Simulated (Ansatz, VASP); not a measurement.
## ZrC: VASP beside Ansatz

```
CELL_PARAMETERS angstrom
0.00000 2.35587 2.35587
2.35587 0.00000 2.35587
2.35587 2.35587 0.00000
ATOMIC_POSITIONS crystal
Zr 0.50000 0.50000 0.50000
C 0.00000 0.00000 0.00000
```

Alike in both runs: functional r2SCAN; k mesh 16 × 16 × 16; occupations gaussian, width 0.1 eV; no spin polarisation.

Ansatz relaxed the structure, and its values are those at the end. VASP's run is a single point on that final structure, the one shown.

```csv
,VASP,Ansatz
version,VASP 6.6.1,Ansatz 0.2.0
potentials or method,"VASP PAW PBE potentials, release 64 (Zr_sv, C)","scalar-relativistic, plane waves, PAW"
plane-wave cutoff (eV),520,500
valence electrons in the cell,16,16
```

VASP gave:

| Item | Value |
| --- | --- |
| gap on the k mesh at the Fermi level (eV) | none |
| pressure (GPa) | 0.2 |

Q: What did Ansatz give for the same quantities?

A: gap on the k mesh at the Fermi level (eV): none; pressure (GPa): 0.0.

A gap of «none» marks a metal or a gap that the smearing closes. With one functional, cell and mesh, what is left measures potentials, basis and numerics.

Caveats: the PAW data sets were made with another functional, which shifts forces and pressure a little (VASP).
